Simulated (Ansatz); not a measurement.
A plane-wave DFT run in Ansatz 0.2.0 (scalar-relativistic PAW potentials unless the input names others): input and command.

```yaml
crystal:
  lattice:
    - [1.576883749, 0.9102367723, 5.9953800087]
    - [-1.5763179769, 0.9102658176, 5.9952268736]
    - [0.00030804, -1.8205173499, 5.9953056813]
  atoms:
    - { symbol: Mo, position: [1.10496e-05, 1.7607e-05, 2.33421e-05] }
    - { symbol: S, position: [0.7535162145, 0.7536101381, 0.7535616637] }
    - { symbol: S, position: [0.5797727358, 0.5796722548, 0.5797149941] }
basis:
  ecutwfc: 420
kpoints:
  mp_grid: { grid: [9, 9, 9], shift: [0.5, 0.5, 0.5] }
hamiltonian:
  xc: pbe
  dispersion: d3bj
scf:
  occupations: { method: gaussian, width: 0.05 }
output:
  forces: true
  eigenvalues: true
  stress: true
```

```bash
ansatz run input.yaml --threads 1 --pin off --max-ram 2560MiB --backend cpu --events-out ev --progress --plain --runs-dir out
```

Abridged log:
```
Basis set: ecut = 420 eV, 999 PW (Γ), FFT grids on a1−a3, −a1+a2, a2, exchange–correlation on 48×48×90 points (8 copies of the dense FFT grid, shifted against one another)
Bands: 17, of which v1, the nominal top of the filled ones, is band 13 counted from 1 (12 counted from 0)
Symmetry: 1 space group operations
k-points: 365 of 729 (time reversal used)
SCF iter   1: F=—  HF=-6764.044050 eV  |F-HF|=—  |Δ(HF+E_count)|=         —  Δρ=5.64e-3  dr2=5.13e-3  ethr=1.77e-3  ⟨swp⟩=5.9  Hψ=33810  notcnv=0
SCF iter   2: F=—  HF=-6764.048309 eV  |F-HF|=—  |Δ(HF+E_count)|=   4.26e-3  Δρ=2.93e-3  dr2=1.05e-3  ethr=1.97e-5  ⟨swp⟩=2.4  Hψ=12860  notcnv=0
SCF iter   3: F=—  HF=-6764.050358 eV  |F-HF|=—  |Δ(HF+E_count)|=   2.05e-3  Δρ=7.91e-4  dr2=4.97e-4  ethr=4.02e-6  ⟨swp⟩=2.0  Hψ=9267  notcnv=0
SCF iter   4: F=—  HF=-6764.050369 eV  |F-HF|=—  |Δ(HF+E_count)|=   1.15e-5  Δρ=8.19e-5  dr2=3.43e-6  ethr=1.91e-6  ⟨swp⟩=2.0  Hψ=8754  notcnv=0
SCF iter   5: F=—  HF=-6764.050375 eV  |F-HF|=—  |Δ(HF+E_count)|=   5.67e-6  Δρ=1.53e-5  dr2=6.03e-8  ethr=1.32e-8  ⟨swp⟩=2.0  Hψ=9475  notcnv=0
SCF iter   6: F=-6764.050375 eV  HF=-6764.050375 eV  |F-HF|=1.81e-10  |Δ(HF+E_count)|=   1.36e-7  Δρ=4.21e-6  dr2=1.06e-8  ethr=2.32e-10  ⟨swp⟩=3.2  Hψ=25290  notcnv=0
SCF 1 converged in 6 iterations: F = -6764.050375 eV  dr2 = 1.06e-8
SCF converged after 6 iterations
Free energy (F): -6764.050375 eV
Harris-Foulkes:  -6764.050375 eV  (|F-HF|=1.81e-10)
Internal energy: -6764.050375 eV  (E = F + TS)
E sigma→0 (E₀):  -6764.050375 eV
Fermi energy:    12.066440 eV
  E_disp       = -1.321180  (pairwise vdW)
--- Forces (eV/Å), atoms counted from 1 ---
  atom   1  Mo     0.00018245     0.00046359     0.00003439
  atom   2  S      0.00002240    -0.00015776     0.00245951
  atom   3  S     -0.00020511    -0.00030531    -0.00249092
--- Stress (GPa, compression-positive) ---
        0.005513       0.000864      -0.001093
        0.000864       0.005440       0.000744
       -0.001093       0.000744       0.036720
  P = ⅓ Tr σ = 0.0159 GPa (0.159 kbar)
```

Apart from outputs, empty bands and the relaxation, which only the reference makes, the input differs from a reference run on usual settings in kpoints.mp_grid.shift: not typed → [0.5, 0.5, 0.5]. The reference, at the same geometry, ended its own course with pressure 0.02 GPa, largest force 0.003 eV/Å, gap on the mesh 0.89 eV. This run converged in 6 SCF iterations with an energy at zero smearing within 0.01 meV/atom of the reference's, pressure 0.02 GPa, largest force 0.003 eV/Å, gap on the mesh 0.86 eV.

Time: 13 s on 1 thread of Intel(R) Xeon(R) 6975P-C (Granite Rapids), on a shared host, peak memory 0.63 GiB.